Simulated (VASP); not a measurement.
Input of a VASP 6.6.1 run:

Contents of INCAR:

```
SYSTEM = CdO
  ALGO = Normal
  EDIFF = 1E-6
  EDIFFG = -0.01
  ENCUT = 600
  GGA = PE
  IBRION = 2
  ISIF = 3
  ISMEAR = 0
  LASPH = .True.
  LCHARG = .False.
  LREAL = .False.
  LWAVE = .False.
  NELM = 80
  NSW = 90
  PREC = Accurate
  SIGMA = 0.03
```

Contents of KPOINTS:

```
k-points
0
Gamma
  12 12 12
  0 0 0
```

POSCAR

```
CdO
1.0
    0.0000000000      2.3495000000      2.3495000000
    2.3495000000      0.0000000000      2.3495000000
    2.3495000000      2.3495000000      0.0000000000
Cd O
1 1
Direct
    0.0000000000      0.0000000000      0.0000000000
    0.5000000000      0.5000000000      0.5000000000
```

Potentials or basis: VASP PAW PBE potentials, release 64 (Cd, O).

The run is started by

```console
$ cat potpaw_PBE.64/Cd/POTCAR potpaw_PBE.64/O/POTCAR > POTCAR
$ mpirun -np 1 vasp_std > vasp.out
```

Question: What does it give for the relaxed volume?

Answer: 13.66 Å³/atom.

Question: What does it give for the band gap on the k mesh?

Answer: None (metal or under the smearing width).

Question: Predict the space group after relaxing (to 0.05 Å).

Answer: Fm-3m (No. 225).

Question: Predict the relaxed cell.

Answer: a = 3.380 Å, b = 3.380 Å, c = 3.380 Å, α = 60.00°, β = 60.00°, γ = 60.00°.

Final structure:
```
CELL_PARAMETERS angstrom
0.00000 2.39035 2.39035
2.39035 0.00000 2.39035
2.39035 2.39035 0.00000
ATOMIC_POSITIONS crystal
Cd 0.00000 0.00000 0.00000
O 0.50000 0.50000 0.50000
```

Caveat: this crystal is a semiconductor, whose small gap the functional closes, so the metal is an error of the method. Zero-point motion and thermal expansion aren't in these numbers.
